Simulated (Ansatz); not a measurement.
SrO in the zincblende structure, relaxed with r2SCAN, was run in the PAW code Ansatz under altered settings. All numbers are computed, without spin polarisation but where a row says otherwise.

```
Sr O
1.0
     0.00000    2.79228    2.79228
     2.79228    0.00000    2.79228
     2.79228    2.79228    0.00000
Sr O
1 1
Direct
  0.00000 0.00000 0.00000
  0.25000 0.25000 0.25000
```

The base run's other keys:
```yaml
kpoints:
  mp_grid: { grid: [4, 4, 4] }
hamiltonian:
  xc: hse06
scf:
  occupations: { method: fixed }
  n_extra_bands: 4
```

It takes 13 iterations with 869 plane waves at 420 eV and 8 k points, and leaves a mean stress of -0.35 GPa. The gap over this mesh is 3.852 eV.

Outcomes, with energy and stress as changes against the base:
```
                                    setting            outcome  ΔF (meV/atom)  Δ mean stress (GPa)  gap on the mesh (eV)  iterations
  PBE hybrid, exx coeff 0.15, omega 0.5 1/Å          converged              –                 +0.6                 2.962          11
   PBE hybrid, exx coeff 0.5, omega 0.3 1/Å          converged              –                 -1.2                 4.798          17
      PBE hybrid, exx coeff 0.5, unscreened          converged              –                 -1.2                 6.738          18
PBE hybrid, exx coeff 0.3, omega 0.2078 1/Å          converged              –                 -0.3                 4.131          13
     scf.occupations: methfessel_paxton 0.5          converged            0.0                  0.0                 3.852          13
            kpoints.mp_grid.grid: [1, 1, 8]  converged, warned           -348                 -7.1                 4.764          14
```
A dash marks a value that wasn't obtained or can't be compared. Stress is positive in compression. Its mean hides that meshes of lower symmetry stress the axes unequally.

- PBE hybrid, exx coeff 0.15, omega 0.5 1/Å. That is 15 % exact exchange, screened with ω = 0.5 1/Å, against HSE06's 25 % screened at 0.208 1/Å. The mean stress moves by +0.6 GPa and the gap on the mesh by -0.891 eV (to 2.962). Totals of different functionals aren't comparable.
- PBE hybrid, exx coeff 0.5, omega 0.3 1/Å. That is 50 % exact exchange, screened with ω = 0.3 1/Å, against HSE06's 25 % screened at 0.208 1/Å. The mean stress moves by -1.2 GPa and the gap on the mesh by +0.945 eV (to 4.798). Totals of different functionals aren't comparable.
- PBE hybrid, exx coeff 0.5, unscreened. That is 50 % exact exchange, at all ranges, against HSE06's 25 % screened at 0.208 1/Å. The mean stress moves by -1.2 GPa and the gap on the mesh by +2.886 eV (to 6.738). Totals of different functionals aren't comparable.
- kpoints.mp_grid.grid: [1, 1, 8]. The free energy moves by -348 meV an atom, the mean stress by -7.1 GPa and the gap on the mesh by +0.912 eV (to 4.764). The mesh breaks the crystal's symmetry, so the stress, and any force that symmetry no longer fixes, lose it too. The gap changes mostly because other points are sampled; a mesh that misses a band edge overestimates it. The mesh is too coarse. Warned: symmetry narrowed by mesh.

Within 1 meV an atom, 0.1 GPa and 0.005 eV of the base stay: scf.occupations: methfessel_paxton 0.5.

The program warns that its thresholds are loose for a hybrid's stress.

The meshes of the hybrids are coarse, so their gaps aren't converged to the digits shown.
